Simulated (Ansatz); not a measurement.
BeO: pressure series

The parent structure is BeO in the wurtzite structure (space group P6_3mc, No. 186; a = 2.7118 Å, c = 4.4046 Å).

Cell and atoms are relaxed at each pressure.

Level of theory: DFT with PBE, PAW potentials and a 420 eV plane-wave cutoff in Ansatz (an electronic-structure program), no spin-orbit coupling.

```json
[
 {"variant": "base", "lattice parameter a": "2.712 Å", "electron mass": "0.53 mₑ along c, 0.60 mₑ across (at Γ)", "band gap": "7.45 eV", "width of the top valence band": "2.38 eV"},
 {"variant": "pressure −2 GPa", "lattice parameter a": "2.721 Å", "electron mass": "0.53 mₑ along c, 0.59 mₑ across (at Γ)", "band gap": "7.35 eV", "width of the top valence band": "2.36 eV"},
 {"variant": "pressure −1 GPa", "lattice parameter a": "2.716 Å", "electron mass": "0.53 mₑ along c, 0.60 mₑ across (at Γ)", "band gap": "7.40 eV", "width of the top valence band": "2.37 eV"},
 {"variant": "pressure 0.3 GPa", "lattice parameter a": "2.711 Å", "electron mass": "0.53 mₑ along c, 0.60 mₑ across (at Γ)", "band gap": "7.47 eV", "width of the top valence band": "2.38 eV"},
 {"variant": "pressure 0.7 GPa", "lattice parameter a": "2.709 Å", "electron mass": "0.53 mₑ along c, 0.60 mₑ across (at Γ)", "band gap": "7.49 eV", "width of the top valence band": "2.38 eV"},
 {"variant": "pressure 1.5 GPa", "lattice parameter a": "2.705 Å", "electron mass": "0.54 mₑ along c, 0.61 mₑ across (at Γ)", "band gap": "7.53 eV", "width of the top valence band": "2.39 eV"},
 {"variant": "pressure 3 GPa", "lattice parameter a": "2.699 Å", "electron mass": "0.54 mₑ along c, 0.61 mₑ across (at Γ)", "band gap": "7.60 eV", "width of the top valence band": "2.41 eV"},
 {"variant": "pressure 5 GPa", "lattice parameter a": "2.691 Å", "electron mass": "0.55 mₑ along c, 0.62 mₑ across (at Γ)", "band gap": "7.69 eV", "width of the top valence band": "2.42 eV"},
 {"variant": "pressure 7.5 GPa", "lattice parameter a": "2.682 Å", "electron mass": "0.55 mₑ along c, 0.63 mₑ across (at Γ)", "band gap": "7.80 eV", "width of the top valence band": "2.44 eV"}
]
```

Load acts through the strain it causes; cell and atoms are relaxed under it. Masses are band curvatures over ±0.01 Å⁻¹ around the edge. No phonon test of stability was made. Competing high-pressure phases were not computed.
